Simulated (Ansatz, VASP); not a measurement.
## Two plane-wave programs on BN

```xyz
4
Lattice="2.4881 0.0000 0.0000 -1.2441 2.1548 0.0000 0.0000 0.0000 6.4633" Properties=species:S:1:pos:R:3 pbc="T T T"
B     0.0000    1.4365    1.6158
B     1.2441    0.7183    4.8475
N     0.0000    1.4365    4.8475
N     1.2441    0.7183    1.6158
```

Change from the starting cell: volume scaled by 0.94, ions relaxed.

Alike in both runs: functional PBE; k mesh 13 × 13 × 5; occupations fermi-dirac, width 0.02 eV; no spin polarisation.

Ansatz relaxed the structure, and its values are those at the end. VASP's run is a single point on that final structure, the one shown.

|  | VASP | Ansatz |
| --- | --- | --- |
| version | VASP 6.6.1 | Ansatz 0.2.0 |
| potentials or method | VASP PAW PBE potentials, release 64 (B, N) | plane-wave PAW, scalar-relativistic |
| plane-wave cutoff (eV) | 520 | 420 |
| valence electrons in the cell | 16 | 16 |

|  | VASP | Ansatz | Ansatz less VASP |
| --- | --- | --- | --- |
| gap on the k mesh at the Fermi level (eV) | 4.28 | 4.29 | +0.007 |
| pressure (GPa) | 8.8 | 8.7 | -0.08 |

The functional is the same, so the differences come from potentials, cutoffs and numerics. Ansatz warned: «stress_scf_threshold_loose».

Caveats: an odd mesh through Γ misses points on the zone boundary, where band edges often lie; this functional lacks dispersion, which binds the layers, so the pressure and a relaxed spacing across them are unreliable.
